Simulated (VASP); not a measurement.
# AlN (P6_3mc) in VASP: settings compared

One crystal, AlN, is run at these levels: PBE, PBEsol; tasks: relaxation of cell and atoms.

Everything below comes from runs of VASP 6.6.1. Logs are shortened: lines on timing, memory, paths and dates and some standing lists are left out, and cuts for length are marked.

### 1 The structure

Symmetry: P6_3mc, No. 186, hexagonal system. Conventional cell: a = 3.110 Å, b = 3.110 Å, c = 4.980 Å, α = 90.00°, β = 90.00°, γ = 120.00°. Around Al (site symmetry 3m) lie 4 N at 1.88 to 1.90 Å. Around N (site symmetry 3m) lie 4 Al at 1.88 to 1.90 Å.

The cell was built by a generator and isn't the measured one.

### 2 Relaxation of cell and atoms, PBE

INCAR

```
SYSTEM = AlN
PREC = Accurate ; ENCUT = 520
EDIFF = 1E-7 ; ISMEAR = 0
SIGMA = 0.03 ; LREAL = .False.
LASPH = .True. ; NELM = 60
ALGO = Fast ; ISIF = 3
LWAVE = .False. ; LCHARG = .False.
GGA = PE ; IBRION = 2
NSW = 60 ; EDIFFG = -0.005
```

KPOINTS

```
Automatic mesh
0
Gamma
  8 8 5
  0 0 0
```

POSCAR

```
AlN
1.0
    3.1100000000      0.0000000000      0.0000000000
   -1.5550000000      2.6933390058      0.0000000000
    0.0000000000      0.0000000000      4.9800000000
Al N
2 2
Direct
    0.3333333333      0.6666666667      0.0000000000
    0.6666666667      0.3333333333      0.5000000000
    0.3333333333      0.6666666667      0.3770000000
    0.6666666667      0.3333333333      0.8770000000
```

Potentials or basis: VASP PAW PBE potentials, release 64 (Al, N).

Run with:

```sh
$ cat potpaw_PBE.64/Al/POTCAR potpaw_PBE.64/N/POTCAR > POTCAR
$ mpirun -np 1 vasp_std > vasp.out
```

OUTCAR:

```text
SYSTEM = AlN
   PREC = Accurate
   ENCUT = 520
   EDIFF = 1E-7
   ISMEAR = 0
   LREAL = .False.
   LASPH = .True.
   NELM = 60
   ISIF = 3
   GGA = PE
   IBRION = 2
   NSW = 60
   EDIFFG = -0.005

 ion  position               nearest neighbor table
   1  0.333  0.667  0.000-   3 1.88   4 1.90   4 1.90   4 1.90   2 3.07   2 3.07   2 3.07   2 3.07
                             2 3.07   2 3.07
   2  0.667  0.333  0.500-   4 1.88   3 1.90   3 1.90   3 1.90   1 3.07   1 3.07   1 3.07   1 3.07
                             1 3.07   1 3.07
   3  0.333  0.667  0.377-   1 1.88   2 1.90   2 1.90   2 1.90
   4  0.667  0.333  0.877-   2 1.88   1 1.90   1 1.90   1 1.90

  LATTYP: Found a hexagonal cell.
 ALAT       =     3.1100000000
 C/A-ratio  =     1.6012861736

  Lattice vectors:

 A1 = (   3.1100000000,   0.0000000000,   0.0000000000)
 A2 = (  -1.5550000000,   2.6933390058,   0.0000000000)
 A3 = (   0.0000000000,   0.0000000000,   4.9800000000)

Analysis of symmetry for initial positions (statically):
=====================================================================
 Subroutine PRICEL returns:
 Original cell was already a primitive cell.

 Routine SETGRP: Setting up the symmetry group for a
 hexagonal supercell.

 Subroutine GETGRP returns: Found 12 space group operations
 (whereof  6 operations were pure point group operations)
 out of a pool of 24 trial point group operations.

The static configuration has the point symmetry C_3v.
 The point group associated with its full space group is C_6v.

Analysis of symmetry for dynamics (positions and initial velocities):
=====================================================================
 Subroutine PRICEL returns:
 Original cell was already a primitive cell.

 Routine SETGRP: Setting up the symmetry group for a
 hexagonal supercell.

 Subroutine GETGRP returns: Found 12 space group operations
 (whereof  6 operations were pure point group operations)
 out of a pool of 24 trial point group operations.

The dynamic configuration has the point symmetry C_3v.
 The point group associated with its full space group is C_6v.

 Subroutine INISYM returns: Found 12 space group operations
 (whereof  6 operations are pure point group operations),
 and found     1 'primitive' translations

----------------------------------------------------------------------------------------

                                     Primitive cell

  volume of cell :      41.7139

  direct lattice vectors                    reciprocal lattice vectors
     3.110000000  0.000000000  0.000000000     0.321543408  0.185643173  0.000000000
    -1.555000000  2.693339006  0.000000000     0.000000000  0.371286347  0.000000000
[... 117 lines left out ...]
   IVDW    =     0    specifies the selected vdW correction
   LEPSILON=     F    determine dielectric tensor
   LRPA    =     F    only Hartree local field effects (RPA)
 conjugate gradient relaxation of ions
 non-spin polarized calculation
 RMM-DIIS sequential band-by-band and
 Gauss-broadening in eV      SIGMA  =   0.03
  energy-cutoff  :      520.00
  volume of cell :       41.71
 maximum number of plane-waves:      1136
 NGX is ok and might be reduce to    24
   NGX = 11   NGY = 11   NGZ = 19

--------------------------------------- Ionic step        1  -------------------------------------------

 number of electron      15.9999998 magnetization

 Free energy of the ion-electron system (eV)
  ---------------------------------------------------
  ext. energy  EPLUGINS =         0.00000000
  ---------------------------------------------------
  free energy    TOTEN  =       -29.76263488 eV

  energy without entropy =      -29.76263488  energy(sigma->0) =      -29.76263488

------------------------ aborting loop because EDIFF is reached ----------------------------------------

  FORCE on cell =-STRESS in cart. coord.  units (eV):
  Direction    XX          YY          ZZ          XY          YZ          ZX
  --------------------------------------------------------------------------------------
  -------------------------------------------------------------------------------------
  Total        0.7368308      0.7368308      1.6602053      0.0000000      0.0000000     -0.0000000
  in kB       28.3007288     28.3007288     63.7663583      0.0000000      0.0000000     -0.0000000
  external PRESSURE =      40.1226053 kB  Pullay stress =       0.0000000 kB
[... 253 lines left out ...]
--------------------------------------- Ionic step        8  -------------------------------------------

 number of electron      15.9999998 magnetization

 Free energy of the ion-electron system (eV)
  ---------------------------------------------------
  ext. energy  EPLUGINS =         0.00000000
  ---------------------------------------------------
  free energy    TOTEN  =       -29.77998799 eV

  energy without entropy =      -29.77998799  energy(sigma->0) =      -29.77998799

 E-fermi :   6.1661     XC(G=0): -10.8330

 val. band max:        5.9777176173   @ k =   0.0000   0.0000   0.0000
 cond. band min:      10.0328364465   @ k =   0.0000   0.0000   0.0000
 fundamental gap:      4.0551188292
 Fermi energy:         6.1661369898

 k-point     1 :       0.0000    0.0000    0.0000
  band No.  band energies     occupation
      1      -9.0981      2.00000
      2      -7.0112      2.00000
      3       0.0659      2.00000
      4       5.1317      2.00000
      5       5.1317      2.00000
      6       5.7746      2.00000
      7       5.7746      2.00000
      8       5.9777      2.00000
      9      10.0328      0.00000
     10      12.4978      0.00000
     11      16.4451      0.00000
     12      17.0141      0.00000
[... 331 lines left out ...]
 k-point    24 :       0.3750   -0.0000    0.4000
  band No.  band energies     occupation
      1      -7.2584      2.00000
      2      -6.8956      2.00000
      3       0.8010      2.00000
      4       1.1891      2.00000
      5       3.9750      2.00000
      6       4.4579      2.00000
      7       4.8584      2.00000
      8       4.8913      2.00000
      9      11.3052      0.00000
     10      11.9270      0.00000
     11      15.0035      0.00000
     12      15.7179      0.00000

 [... further k-points ...]

------------------------ aborting loop because EDIFF is reached ----------------------------------------

  FORCE on cell =-STRESS in cart. coord.  units (eV):
  Direction    XX          YY          ZZ          XY          YZ          ZX
  --------------------------------------------------------------------------------------
  -------------------------------------------------------------------------------------
  Total       -0.0039166     -0.0039166      0.0050140      0.0000000      0.0000000      0.0000000
  in kB       -0.1475747     -0.1475747      0.1889227      0.0000000      0.0000000      0.0000000
  external PRESSURE =      -0.0354089 kB  Pullay stress =       0.0000000 kB
[... 19 lines left out ...]
  FREE ENERGIE OF THE ION-ELECTRON SYSTEM (eV)
  ---------------------------------------------------
  free  energy   TOTEN  =       -29.7799879869 eV

  energy  without entropy=      -29.7799879869  energy(sigma->0) =      -29.77998799

 reached required accuracy - stopping structural energy minimisation
```

CONTCAR:

```text
AlN
   1.00000000000000
     3.1287653905425863    0.0000000000000000    0.0000000000000000
    -1.5643826952712931    2.7095903107223673   -0.0000000000000000
    -0.0000000000000000   -0.0000000000000000    5.0157095968775183
  Al              N
     2     2
Direct
     0.3333333332999970    0.6666666667000030    0.9977284505993973
     0.6666666667000030    0.3333333332999970    0.4977284505993974
     0.3333333332999970    0.6666666667000030    0.3792715494006051
     0.6666666667000030    0.3333333332999970    0.8792715494006051

  0.00000000E+00  0.00000000E+00  0.00000000E+00
  0.00000000E+00  0.00000000E+00  0.00000000E+00
  0.00000000E+00  0.00000000E+00  0.00000000E+00
  0.00000000E+00  0.00000000E+00  0.00000000E+00
```

Wall time 52 s (1 thread of Intel Xeon Platinum 8259CL at 2.50GHz (Skylake/Cascade Lake), shared host); peak memory 0.16 GiB.

Results:

```yaml
Free_energy: -29.7800 eV
Relaxed_volume: 10.63 Å³/atom
Relaxed_cell: a = 3.129 Å, b = 3.129 Å, c = 5.016 Å, α = 90.00°, β = 90.00°, γ = 120.00°
Space_group_after_relaxing_to_0.05_Å: P6_3mc (No. 186)
Energy_gained_by_relaxing: 4.3 meV/atom
Ionic_steps: 8
Pressure_after_relaxing: 0.0 GPa
Band_gap_on_the_k_mesh: 4.06 eV, direct
```

Step by step:
```csv
step,energy change (eV),largest force (eV/Å),pressure (GPa),volume (Å³)
1,0.0000,0.3291,4.01,41.71
2,-0.0032,0.1966,-3.33,43.31
3,-0.0168,0.0232,0.03,42.53
4,-0.0168,0.0287,0.08,42.51
5,-0.0172,0.0278,-0.06,42.54
6,-0.0173,0.0274,-0.14,42.55
7,-0.0173,0.0139,0.07,42.51
8,-0.0174,0.0008,0.00,42.52
```

Final structure:
```yaml
crystal:
  lattice:
    - [3.12877, 0.00000, 0.00000]
    - [-1.56438, 2.70959, 0.00000]
    - [0.00000, 0.00000, 5.01571]
  atoms:
    - { symbol: Al, position: [0.33333, 0.66667, 0.99773] }
    - { symbol: Al, position: [0.66667, 0.33333, 0.49773] }
    - { symbol: N, position: [0.33333, 0.66667, 0.37927] }
    - { symbol: N, position: [0.66667, 0.33333, 0.87927] }
```

Levels at points of the mesh, in eV from the valence-band top:
| k point | band 6 | band 7 | band 8 | band 9 | band 10 | band 11 |
| --- | --- | --- | --- | --- | --- | --- |
| (0.00, 0.00, 0.00) | -0.20 | -0.20 | 0.00 | 4.06 | 6.52 | 10.47 |
| (0.50, 0.00, 0.00) | -2.06 | -1.75 | -0.68 | 5.76 | 5.76 | 8.03 |

Expect the measured gap to be larger: semilocal functionals such as PBE lack the derivative discontinuity.

### 3 Relaxation of cell and atoms, PBEsol

INCAR, as its differences from that of step 2:

```diff
@@ -7,3 +7,3 @@
 LWAVE = .False. ; LCHARG = .False.
-GGA = PE ; IBRION = 2
+GGA = PS ; IBRION = 2
 NSW = 60 ; EDIFFG = -0.005
```

KPOINTS is that of step 2.

POSCAR is that of step 2.

Potentials or basis: VASP PAW PBE potentials, release 64 (Al, N).

Run with:

```sh
$ cat potpaw_PBE.64/Al/POTCAR potpaw_PBE.64/N/POTCAR > POTCAR
$ mpirun -np 1 vasp_std > vasp.out
```

It took 38 s on 1 thread of Intel Xeon Platinum 8259CL at 2.50GHz (Skylake/Cascade Lake), shared host; peak memory 0.16 GiB.

The run converged. Its results:

| Item | Value |
| --- | --- |
| Free energy | -31.3123 eV |
| Relaxed volume | 10.46 Å³/atom |
| Relaxed cell | a = 3.114 Å, b = 3.114 Å, c = 4.984 Å, α = 90.00°, β = 90.00°, γ = 120.00° |
| Space group after relaxing (to 0.05 Å) | P6_3mc (No. 186) |
| Energy gained by relaxing | 2.0 meV/atom |
| Ionic steps | 5 |
| Pressure after relaxing | 0.0 GPa |
| Band gap on the k mesh | 4.11 eV, direct |

The path:
| step | energy change (eV) | largest force (eV/Å) | pressure (GPa) | volume (Å³) |
| --- | --- | --- | --- | --- |
| 1 | 0.0000 | 0.3320 | 0.77 | 41.71 |
| 2 | -0.0011 | 0.2100 | -0.69 | 42.02 |
| 3 | -0.0073 | 0.0348 | -0.06 | 41.87 |
| 4 | -0.0080 | 0.0172 | -0.05 | 41.86 |
| 5 | -0.0082 | 0.0019 | -0.04 | 41.85 |

Final structure:
```yaml
crystal:
  lattice:
    - [3.11385, 0.00000, 0.00000]
    - [-1.55693, 2.69668, 0.00000]
    - [0.00000, 0.00000, 4.98386]
  atoms:
    - { symbol: Al, position: [0.33333, 0.66667, 0.99752] }
    - { symbol: Al, position: [0.66667, 0.33333, 0.49752] }
    - { symbol: N, position: [0.33333, 0.66667, 0.37948] }
    - { symbol: N, position: [0.66667, 0.33333, 0.87948] }
```

Levels at points of the mesh, in eV from the valence-band top:
```tsv
k point	band 4	band 5	band 6	band 7	band 8	band 9	band 10	band 11	band 12
(0.00, 0.00, 0.00)	-0.88	-0.88	-0.22	-0.22	0.00	4.11	6.55	10.49	11.02
(0.50, 0.00, 0.00)	-4.20	-3.38	-2.11	-1.81	-0.70	5.67	5.67	8.07	10.15
```

Caveat: the PAW data sets were made with another functional, which shifts forces and pressure a little. As with any semilocal functional, this PBEsol gap is likely too small.
